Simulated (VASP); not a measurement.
A run of VASP 6.6.1 is set up as follows.

The input INCAR:

```
SYSTEM = P
PREC = Accurate ; ENCUT = 600
EDIFF = 1E-7 ; ISMEAR = 0
SIGMA = 0.03 ; LREAL = .False.
LASPH = .True. ; NELM = 80
ALGO = Normal ; ISIF = 3
LWAVE = .False. ; LCHARG = .False.
IBRION = 2 ; NSW = 90
EDIFFG = -0.005 ; LATTICE_CONSTRAINTS = .TRUE. .TRUE. .FALSE.
```

File KPOINTS:

```
Automatic mesh
0
Gamma
  10 8 1
  0 0 0
```

Contents of POSCAR:

```
P                                       
1.0
    3.2700131911      0.0000000000      0.0000000000
    0.0000000000      4.3539536192      0.0000000000
    0.0000000000      0.0000000000     20.1307681600
  P             
     4
Direct
     0.0000000000000000    0.5809427292432874    0.4476142939417679
     0.5000000000000000    0.9190572707567126    0.4476142939417679
     0.5000000000000000    0.0809427292432873    0.5523857060582320
     1.0000000000000000    0.4190572707567127    0.5523857060582320
```

Potentials or basis: VASP PAW LDA potentials, release 64 (P).

Command:

```console
$ cat potpaw_LDA.64/P/POTCAR > POTCAR
$ mpirun -np 1 vasp_std > vasp.out
```

Q: Predict the relaxed volume.

A: 71.80 Å³/atom.

Q: What does it give for the band gap on the k mesh?

A: 0.59 eV, direct.

Final structure:
```cif
data_structure
_symmetry_space_group_name_H-M 'P 1'
_symmetry_Int_Tables_number 1
_cell_length_a 3.2681
_cell_length_b 4.3658
_cell_length_c 20.1308
_cell_angle_alpha 90.000
_cell_angle_beta 90.000
_cell_angle_gamma 90.000
_cell_volume 287.22
loop_
_atom_site_label
_atom_site_type_symbol
_atom_site_fract_x
_atom_site_fract_y
_atom_site_fract_z
_atom_site_occupancy
P1 P 0.00000 0.58141 0.44766 1
P2 P 0.50000 0.91859 0.44766 1
P3 P 0.50000 0.08141 0.55234 1
P4 P 0.00000 0.41859 0.55234 1
```
